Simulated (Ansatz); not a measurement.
# CoO under changes of volume

One of the cells (9.684 Å³/atom); the others are scaled copies at fixed shape and fractional positions:

```
Co O
1.0
     0.00000    2.13150    2.13150
     2.13150    0.00000    2.13150
     2.13150    2.13150    0.00000
Co O
1 1
Direct
  0.00000 0.00000 0.00000
  0.50000 0.50000 0.50000
```

| Property | Result |
| --- | --- |
| Program | Ansatz 0.2.0 |
| Functional | PBEsol |
| Dispersion | D4 |
| Potentials or basis | Ansatz PAW |
| Cutoff | 420 eV (not typed: the program's choice for these potentials) |
| k mesh | 11 × 11 × 11 |
| Occupations | fermi-dirac, width 0.05 eV |
| Spin | collinear spin, ferromagnetic start |
| Starting moments | [2.0, 0.0] μB |

| volume (Å³/atom) | energy over the lowest point (meV/atom) | pressure (GPa) | moment (μB per cell) |
| --- | --- | --- | --- |
| 9.103 | 0.00 | -2.7 | 2.81 |
| 9.297 | 5.55 | -6.3 | 2.87 |
| 9.490 | 15.32 | -9.6 | 2.92 |
| 9.684 | 28.71 | -12.6 | 2.96 |
| 9.878 | ? | ? | ? |
| 10.071 | 66.19 | -18.1 | 2.99 |
| 10.265 | 89.77 | -20.5 | 3.00 |

Question: What does the run at 9.878 Å³/atom give?

Answer: Energy over the lowest point 45.77 meV/atom; pressure -15.5 GPa; moment 2.98 μB per cell.

Worked out: A Birch-Murnaghan fit of order 3 (a polynomial in V^(-2/3)) to the other rows has its minimum at 8.95 Å³/atom, just outside them, with B0 = V·E''(V) = 173 GPa (rough, since the energies scatter). It gives 45.84 meV/atom at 9.878 Å³/atom, against the run's 45.77, and -dE/dV = -15.5 GPa, against -15.5. A parabola through the other rows of the moment, of slope 0.0997 μB per Å³/atom there, gives 2.98 μB, against the run's 2.98.

Energies are extrapolated to zero smearing.

Caveats: a cell with one magnetic atom can't hold antiferromagnetic order, which such compounds often take; pairwise dispersion overbinds metals, which lowers pressure and volume; the PAW data sets come from PBE, with cores solved anew for the run's functional, which leaves a small shift of forces and pressure.
